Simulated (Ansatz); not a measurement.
# ZrN under strains and displacements

The calculation used DFT PBEsol, scalar-relativistic, plane waves, PAW (Ansatz 0.2.0).

Settings: cutoff 420 eV, Γ-centred mesh 16×16×16 on the computed 2-atom cell, Gaussian smearing of 0.10 eV; no spin polarisation.

Reference cell:

```
CELL_PARAMETERS angstrom
0.00000 2.28423 2.28423
2.28423 0.00000 2.28423
2.28423 2.28423 0.00000
ATOMIC_POSITIONS crystal
Zr 0.00000 0.00000 0.00000
N 0.50000 0.50000 0.50000
```

Each variant moves atoms of this cell by the vectors given, if any (Å), and then applies a symmetric strain (tensor components, Cartesian axes). The reference cell isn't relaxed at this level. Energies are per atom at zero smearing, counted from the lowest variant. Pressure is positive in compression.

1. strain (xx yy zz yz xz xy, %) 0.51 0.51 0.51 0.00 0.00 0.00
2. strain (xx yy zz yz xz xy, %) 2.15 2.15 2.15 0.00 0.00 0.00
3. strain (xx yy zz yz xz xy, %) -0.70 -0.70 -0.70 0.00 0.00 0.00

```
result  ΔE (meV/atom) P (GPa)
     A            5.4    -6.58
     B            0.0     2.83
     C           51.0   -17.09
```

Question: Which variant gave which result?

Answer: A is 1, B is 3, C is 2. The pressure falls as the cell grows: from the smallest volume to the largest the variants are 3, 1, 2.

Spin polarisation was left out, and a magnetic state may lie lower.